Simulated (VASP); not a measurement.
Input of a VASP 6.6.1 run:

The input INCAR:

```
SYSTEM = GaAs
  ALGO = Fast
  EDIFF = 1E-7
  ENCUT = 520
  GGA = PE
  ISIF = 2
  ISMEAR = 0
  LASPH = .True.
  LCHARG = .False.
  LREAL = .False.
  LWAVE = .False.
  NELM = 80
  PREC = Accurate
  SIGMA = 0.02
```

The input KPOINTS:

```
k-points
0
Gamma
  6 6 6
  0 0 0
```

The input POSCAR:

```
GaAs                                    
1.0
    0.0000000000      2.9311203777      2.9311203777
    2.9311203777      0.0000000000      2.9311203777
    2.9311203777      2.9311203777      0.0000000000
  Ga              As            
     1     1
Direct
     0.0000000000000000    0.0000000000000000    0.0000000000000000
     0.2500000000000000    0.2500000000000000    0.2500000000000000
```

Potentials or basis: VASP PAW PBE potentials, release 64 (Ga_d, As).

The run is started by

```bash
$ cat potpaw_PBE.64/Ga_d/POTCAR potpaw_PBE.64/As/POTCAR > POTCAR
$ mpirun -np 1 vasp_std > vasp.out
```

Question: Predict the band gap on the k mesh.

Answer: None (metal or under the smearing width).

Question: What does it give for the pressure?

Answer: -2.9 GPa.
